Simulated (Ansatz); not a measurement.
## Rh: pressure against volume per atom

Equation of state of a cubic crystal from periodic Kohn-Sham density functional theory without spin; pressure corrected for the finite basis. The results are calculated, by Ansatz 0.2.0 development build.

Cell of the first row (space group Fd-3m, No. 227):
```
cell vectors (Å)
   0.0000     2.7009     2.7009
   2.7009     0.0000     2.7009
   2.7009     2.7009     0.0000
atoms (fractions of the cell vectors)
Rh  0.00000  0.00000  0.00000
Rh  0.25000  0.25000  0.25000
```

Settings of every row: formula Rh; structure type diamond; functional PBE; spin treatment none; k mesh 34x34x34; occupation method fermi-dirac; occupation width 0.061225619 eV; wave cutoff 420 eV; datasets soft-1 PAW; density cutoff ratio 4.

Limits: a cubic model structure, not a phase known at ambient conditions.

```csv
row,volume per atom (Å³),pressure (GPa),energy above lowest point (meV/atom)
1,19.702,9.164,33.29
2,20.121,5.686,13.95
3,20.54,2.608,3.18
4,20.96,?,?
5,21.379,-2.522,3.53
6,21.798,-4.648,12.96
7,22.217,-6.523,27.62
```

Question: what pressure should row 4 give?

Worked fit of pressure. Take u = (V_r/V)^(2/3) − 1 with V_r = 20.959 Å³ an atom, which is twice the finite (Eulerian) strain; such expansions in the strain, on which the Birch-Murnaghan equation of state is built, carry the rest volume and the bulk modulus. The shown rows have u = 0.04209, 0.02758, 0.01355, -0.01314, -0.02583, -0.03811. Least squares give pressure = −0.112 + 191.814 × u + 647.3 × u² + 746 × u³ GPa; a parabola predicts inner rows, each left out in turn, worse (root mean square 0.017 against 0.00071 GPa). All shown rows lie on it to the printed digit. The pressure vanishes at u = 0.0006, or V = 20.94 Å³ an atom, and there the bulk modulus at fixed shape and fractions is B = −V dP/dV = (2/3)(1 + u) dP/du = 128 GPa. The withheld row has u = -3e-05, so the fit gives −0.112 + 191.814 × (-3e-05) + 647.3 × (-3e-05)² + 746 × (-3e-05)³ = -0.118 GPa.

The calculation gave -0.115 GPa. The fit lies 0.003 GPa (2.6 % of the value, 0.019 % of the column's range) below it; its largest miss of a shown row is 0.000 GPa.

The other values of row 4: energy above lowest point 0 meV/atom.
